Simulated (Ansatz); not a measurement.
# A computed series for BaSnO3: pressure series

Take BaSnO$_{3}$ in the cubic perovskite structure (space group Pm-3m, No. 221; a = 4.176 Å) as the base.

Cell and atoms are relaxed at each pressure.

All numbers come from PBE (Ansatz, an electronic-structure program), no spin-orbit coupling.

| P (GPa) | V (Å³/atom) |
|---|---|
| -2.00 | 14.795 |
| -1.00 | 14.677 |
| 0.90 | 14.469 |
| 2.10 | 14.347 |
| 4.49 | 14.120 |
| 9.00 | 13.743 |
| 15.00 | 13.317 |
| 22.50 | 12.871 |
| 30.00 | 12.493 |

A third-order Birch–Murnaghan fit to these points gives V₀ = 14.57 Å³/atom, B₀ = 134 GPa and B₀′ = 4.9. At pressure 30 GPa the volume is 85.8 % of V₀.

Between the base and pressure 15 GPa the gap moves from 0.48 eV to 1.60 eV, a mean slope of 75 meV/GPa.

Load acts through the strain it causes; cell and atoms are relaxed under it. Whether these cells are dynamically stable was not tested. Competing high-pressure phases were not computed.
